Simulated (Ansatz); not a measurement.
# La2O3: the cost of one run

Program: Ansatz 0.2.0. Level of theory: DFT PBE, scalar-relativistic. These are calculated values, not measurements.

## 1. The starting structure

It takes space group P321 (No. 150, trigonal). Conventional cell: a = 3.930 Å, b = 3.930 Å, c = 6.120 Å, α = 90.00°, β = 90.00°, γ = 120.00°. Around La (site symmetry 3) lie 3 O at 2.14 Å. O (site symmetry 2) has 2 O at 1.70 Å and 2 La at 2.14 Å as nearest neighbours.

As a file:

```xyz
5
Lattice="3.9300 0.0000 0.0000 -1.9650 3.4035 0.0000 0.0000 0.0000 6.1200" Properties=species:S:1:pos:R:3 pbc="T T T"
La    0.0000    2.2690    1.5300
La    1.9650    1.1345    4.5900
O     0.4913    0.8509    0.0000
O     2.9475    0.0000    0.0000
O    -1.4738    2.5526    0.0000
```

Atoms are numbered in the order of the input: La1, La2, O3, O4, O5.

## 2. After the deformation

Space group P321 before, P321 after.

## 3. LAPW, all electrons

The input, input.yaml:

```yaml
crystal:
  lattice:
    - [3.9693000713, 0.0, 0.0]
    - [-1.9846500356, 3.437514697, 0.0]
    - [0.0, 0.0, 6.12]
  atoms:
    - { symbol: La, position: [0.3333333333, 0.6666666667, 0.25] }
    - { symbol: La, position: [0.6666666667, 0.3333333333, 0.75] }
    - { symbol: O, position: [0.25, 0.25, 0.0] }
    - { symbol: O, position: [0.75, 0.0, 0.0] }
    - { symbol: O, position: [0.0, 0.75, 0.0] }
kpoints:
  mp_grid: { grid: [6, 6, 4] }
  band_path:
    path:
      - [0.0, 0.0, 0.0]
      - [0.5, 0.0, 0.0]
      - [0.3333333333, 0.3333333333, 0.0]
      - [0.0, 0.0, 0.0]
      - [0.0, 0.0, 0.5]
      - [0.5, 0.0, 0.5]
      - [0.3333333333, 0.3333333333, 0.5]
      - [0.0, 0.0, 0.5]
      - [0.5, 0.0, 0.5]
    npoints: 5
scf:
  occupations: { method: fermi_dirac, width: 0.02 }
hamiltonian:
  xc: pbe
  pseudopotentials: { kind: all_electron, lapw: { basis_error: 0.001 } }
output:
  forces: true
  stress: true
  eigenvalues: true
```

On the command line:

```sh
$ ansatz run input.yaml --threads 2 --pin off --max-ram 6144MiB --backend cpu --events-out ev --progress --plain --runs-dir out
```

**Question.** How long does this run take on 2 threads of Intel Xeon 6975P-C (Granite Rapids), shared host, and how much memory does it need?

About 37 s, with a peak of 0.6 GiB.
